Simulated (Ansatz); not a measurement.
The system is V.

```xyz
2
Lattice="2.6043 0.0000 0.0000 -1.3021 2.2554 0.0000 0.0000 0.0000 4.7233" Properties=species:S:1:pos:R:3 pbc="T T T"
V     0.0000    1.5036    1.1808
V     1.3021    0.7518    3.5425
```

This isn't the form of V at room conditions, which is bcc.

Base run:

| Property | Result |
| --- | --- |
| Program | Ansatz 0.2.0 |
| Functional | PBE |
| Potentials or basis | Ansatz PAW |
| Cutoff | 420 eV (not typed: the program's choice for these potentials) |
| k mesh | 10 × 10 × 5 |
| Occupations | fermi-dirac, width 0.05 eV |
| Spin | collinear spin, ferromagnetic start |
| Starting moments | [1.0, 1.0] μB |
| Fixed moment | 2 μB |

Its results: pressure 3.8 GPa; site moments V +0.81 μB.

Task: The run is repeated on the same cell with these changes: fixed moment from 2 μB to 5 μB; moments at the start from [1.0, 1.0] to [2.5, 2.5]. What comes out?

Result: Pressure 25.1 GPa; site moments V +2.00 μB.

Caveats: the total moment is fixed, so each spin has its own Fermi level; the thresholds are loose for stress.
